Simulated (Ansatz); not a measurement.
## HfN, one cell by several methods

```xyz
2
Lattice="0.0000 2.2590 2.2590 2.2590 0.0000 2.2590 2.2590 2.2590 0.0000" Properties=species:S:1:pos:R:3 pbc="T T T"
Hf    0.0000    0.0000    0.0000
N     2.2590    2.2590    2.2590
```

Atoms are numbered in the order listed.

The conventional cell has a = 4.518 Å, b = 4.518 Å, c = 4.518 Å, α = 90.00°, β = 90.00°, γ = 90.00°. Hf (atom 1) has 6 N at 2.26 Å as nearest neighbours. N (atom 2) has 6 Hf at 2.26 Å as nearest neighbours.

The cell comes from COD entry 1539063, which wasn't checked; take it as a given geometry.

Spin polarisation is left out, and whether a magnetic state lies lower isn't shown here.

No spin–orbit coupling, which matters for the heavy atoms here.

All numbers are computed: DFT, PBEsol, PAW with Ansatz's default frozen-core files, scalar-relativistic (Ansatz 0.2.0); DFT, PBEsol, all-electron PAW with datasets made for the crystal, scalar-relativistic (Ansatz 0.2.0); DFT, PBEsol, all-electron LAPW, scalar-relativistic (Ansatz 0.2.0).

For PAW: a Γ-centred 10×10×10 k mesh, Fermi–Dirac smearing of 0.01 eV, cutoff 420 eV, no spin polarisation; the PAW files were made with PBE, and the program remakes their frozen cores for this functional. The crystal-made all-electron datasets (AE datasets) take a cutoff of 420 eV at this cell. LAPW targets a basis error of 0.5 meV/atom. The Ansatz runs share mesh, smearing and spin set-up. Plane-wave (PAW) pressures include the program's estimate of the Pulay term.

Stress and pressure are positive in compression.

Levels count from the Fermi level.

```json
{"quantity": "pressure (GPa)", "PAW": "-3.02", "AE datasets": "-2.96", "LAPW": "-2.96"}
{"quantity": "highest filled level at X (eV)", "PAW": "-3.652", "AE datasets": "-3.650", "LAPW": "-3.649"}
{"quantity": "lowest empty level at X (eV)", "PAW": "4.038", "AE datasets": "4.034", "LAPW": "4.034"}
{"quantity": "highest filled level at W (eV)", "PAW": "-5.517", "AE datasets": "-5.517", "LAPW": "-5.517"}
{"quantity": "lowest empty level at W (eV)", "PAW": "1.095", "AE datasets": "1.097", "LAPW": "1.097"}
```

PAW's pressure differs from the LAPW value by -0.05 GPa. Datasets made for the crystal and LAPW share parts of one code, so their agreement isn't an independent check.
